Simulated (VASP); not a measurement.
Wanted: the native input for a VASP 6.6.1 run.

```yaml
Task: single point
Functional: RPBE
Dispersion: D3(BJ)
Potentials_or_basis: VASP PAW PBE potentials, release 64 (O, C, H)
Cutoff: 400 eV
k_mesh: 1 × 1 × 1
Occupations: gaussian, width 0.01 eV
Spin: no spin polarisation
Further_INCAR_settings: ALGO = Normal; EDIFF = 1e-06; NBANDS = 16; ISYM = 0
```

The structure of OCH4 lies in POSCAR:

```
H4CO                                    
1.0
   12.7722774153      0.0000000000      0.0000000000
    0.0000000000     13.2722774153      0.0000000000
    0.0000000000      0.0000000000     13.7722774153
  O               C               H             
     1     1     4
Selective dynamics
Direct
     0.5814554605000026    0.4957380617999974    0.4800698287999978   F   F   F
     0.4708147988789214    0.4985571838285516    0.4959067213171627   T   T   T
     0.6154427368267843    0.5348604687188803    0.5307252248145717   T   T   T
     0.4484265039220576    0.4647295819780385    0.5661566145199871   T   T   T
     0.4353623469721870    0.4537941132607153    0.4375756138726607   T   T   T
     0.4391063773747468    0.5758483515952938    0.4918607718760808   T   T   T
```

The input as run:

INCAR

```
  PREC = Accurate
  ENCUT = 400
  EDIFF = 1E-6
  ISMEAR = 0
  SIGMA = 0.01
  LREAL = False
  LASPH = True
  NELM = 60
  ALGO = Normal
  ISIF = 2
  LWAVE = False
  LCHARG = False
  GGA = RP
  IVDW = 12
  NBANDS = 16
  ISYM = 0
```

KPOINTS

```
Automatic mesh
0
Gamma
  1 1 1
```

Potentials or basis: VASP PAW PBE potentials, release 64 (O, C, H).

The run is started by

```bash
$ cat potpaw_PBE.64/O/POTCAR potpaw_PBE.64/C/POTCAR potpaw_PBE.64/H/POTCAR > POTCAR
$ mpirun -np 1 vasp_gam > vasp.out
```

It gave:

| Property | Result |
| --- | --- |
| Largest force | 0.250 eV/Å |
| Gap between the frontier levels | 5.47 eV |
| Dispersion energy per atom | -0.046 eV |

Caveat: the PAW data sets were made with another functional, which shifts forces and pressure a little.

Run time: 110 s on 1 thread of Intel(R) Xeon(R) Platinum 8488C (Sapphire Rapids) (shared host), peak memory 1.1 GiB.
